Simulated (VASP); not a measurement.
## Al32H (a cell with a defect): single point with PBE

The system is Al32H (a cell with a defect).

```
CELL_PARAMETERS angstrom
8.10000 0.00000 0.00000
0.00000 8.10000 0.00000
0.00000 0.00000 8.10000
ATOMIC_POSITIONS crystal
Al 0.52405 0.94041 0.00779
Al 0.74574 0.26783 0.98814
Al 0.76416 0.99794 0.21754
Al 0.99325 0.00333 0.96354
Al 0.22526 0.27030 0.04479
Al 0.53820 0.53332 0.99707
Al 0.78038 0.74172 0.95825
Al 0.27957 0.02402 0.25323
Al 0.51537 0.25428 0.29768
Al 0.73393 0.51916 0.28685
Al 0.46784 0.00626 0.51512
Al 0.71867 0.29558 0.53967
Al 0.77421 0.98807 0.74240
Al 0.98504 0.45452 0.04130
Al 0.22106 0.76851 0.02263
Al 0.93996 0.25352 0.25614
Al 0.25044 0.53557 0.23073
Al 0.50637 0.78378 0.25478
Al 0.00778 0.02800 0.50296
Al 0.24558 0.23901 0.49940
Al 0.45477 0.51848 0.49017
Al 0.78795 0.77879 0.49912
Al 0.27337 0.03253 0.80002
Al 0.50389 0.25185 0.81056
Al 0.76449 0.52748 0.71209
Al 0.01033 0.74746 0.24078
Al 0.04157 0.49506 0.53338
Al 0.25552 0.79714 0.51256
Al 0.02056 0.26932 0.74102
Al 0.25758 0.49993 0.81602
Al 0.48710 0.77531 0.73300
Al 0.01980 0.76984 0.75360
H 0.36583 0.14253 0.07381
```

The cell was built by a generator and needn't be a form met in nature.

| Item | Value |
| --- | --- |
| Program | VASP 6.6.1 |
| Task | single point |
| Functional | PBE |
| Potentials or basis | VASP PAW PBE potentials, release 64 (Al, H) |
| Cutoff | 520 eV |
| k mesh | 2 × 2 × 2 |
| Occupations | fermi-dirac, width 0.15 eV |
| Spin | no spin polarisation |

The pressure is 6.3 GPa and the largest force is 2.961 eV/Å. The band gap on the k mesh is none (metal or under the smearing width).

Forces on the atoms (eV/Å):
```
Al  -0.119  1.473 -1.472
Al   0.148 -0.809  0.382
Al  -0.089 -0.451  0.498
Al   0.449  0.864  1.675
Al  -0.696  0.351 -0.417
Al  -0.575 -0.062  0.338
Al   0.055 -0.321  1.240
Al  -1.188 -0.635 -0.287
Al   0.101  0.227 -1.104
Al   0.258  0.363 -0.471
Al   2.219  1.133  0.230
Al   0.375 -1.968 -0.466
Al  -1.281  1.275 -0.415
Al  -0.351  2.651 -1.271
Al   1.213  0.421 -1.240
Al   0.803 -0.542  1.403
Al   0.627 -0.696  0.882
Al   0.068 -1.471  1.543
Al  -0.443 -0.387 -0.295
Al   0.235  0.899  0.090
Al   0.052  0.292  0.794
Al  -0.600 -0.106 -0.750
Al  -0.414 -0.439 -0.718
Al  -0.596  0.145 -1.099
Al  -0.136  0.893  1.428
Al  -1.223  0.450  0.847
Al   0.150  1.208 -1.194
Al  -1.402 -1.379 -0.403
Al  -0.714 -0.777  1.041
Al   0.124  0.563 -0.687
Al   0.634 -1.100  0.404
Al   0.892 -0.894 -0.842
H    1.424 -1.171  0.332
```

Stress tensor (GPa, compression positive):
```
 5.92  0.53  0.78
 0.53  7.43 -0.62
 0.78 -0.62  5.52
```

Levels at points of the mesh, in eV from the Fermi level:
| k point | band 45 | band 46 | band 47 | band 48 | band 49 | band 50 | band 51 | band 52 |
| --- | --- | --- | --- | --- | --- | --- | --- | --- |
| (0.00, 0.00, 0.00) | -0.24 | -0.10 | 0.10 | 0.16 | 0.30 | 0.34 | 0.65 | 0.76 |
| (0.50, 0.00, 0.00) | -0.47 | -0.31 | -0.24 | -0.11 | -0.07 | 0.13 | 0.19 | 0.40 |
| (0.00, 0.50, 0.00) | -0.49 | -0.27 | -0.13 | -0.05 | 0.04 | 0.11 | 0.21 | 0.28 |
| (0.00, 0.00, 0.50) | -0.49 | -0.33 | -0.24 | -0.18 | 0.04 | 0.12 | 0.21 | 0.29 |
| (0.50, 0.50, 0.00) | -0.71 | -0.44 | -0.39 | -0.34 | 0.49 | 0.83 | 0.86 | 0.92 |
| (0.00, 0.50, 0.50) | -0.47 | -0.35 | -0.33 | -0.31 | 0.54 | 0.72 | 0.88 | 0.90 |
| (0.50, 0.00, 0.50) | -0.48 | -0.44 | -0.32 | -0.18 | 0.53 | 0.64 | 0.74 | 0.92 |
| (0.50, 0.50, 0.50) | -0.56 | -0.55 | -0.50 | -0.43 | -0.37 | -0.35 | -0.28 | -0.23 |

It took 5.3 min on 1 thread of Intel(R) Xeon(R) Platinum 8259CL CPU @ 2.50GHz (Skylake/Cascade Lake), with other jobs on the host, peak memory 0.56 GiB.

Caveat: the k mesh is coarse (spacing up to 0.39 Å⁻¹), so the values aren't converged.
